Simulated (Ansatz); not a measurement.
# V: the cost of one run

Method: DFT PBE, scalar-relativistic, plane waves, PAW, in Ansatz 0.2.0.

## 1. The system as given

Symmetry: Fm-3m, No. 225, cubic system. Conventional cell: a = 3.790 Å, b = 3.790 Å, c = 3.790 Å, α = 90.00°, β = 90.00°, γ = 90.00°. Around V (site symmetry m-3m) lie 12 V at 2.68 Å.

As a file:

```
CELL_PARAMETERS angstrom
0.00000 1.89500 1.89500
1.89500 0.00000 1.89500
1.89500 1.89500 0.00000
ATOMIC_POSITIONS crystal
V 0.00000 0.00000 0.00000
```

Source of the structure: the Crystallography Open Database.

## 2. Probe: one point at the start

The input, input.yaml:

```yaml
crystal:
  lattice:
    - [0.0, 1.895, 1.895]
    - [1.895, 0.0, 1.895]
    - [1.895, 1.895, 0.0]
  atoms:
    - { symbol: V, position: [0.0, 0.0, 0.0], spin: 2.0 }
basis:
  ecutwfc: 420
kpoints:
  mp_grid: { grid: [8, 8, 8] }
hamiltonian:
  xc: pbe
scf:
  occupations: { method: gaussian, width: 0.1 }
  lower_state_search: "off"
output:
  forces: true
  stress: true
  eigenvalues: true
  populations: true
magnetization:
  spin_polarized: true
```

What time and memory should one allow on 1 thread of an Arm CPU, shared host?

About 1.3 s, with a peak of 0.24 GiB.
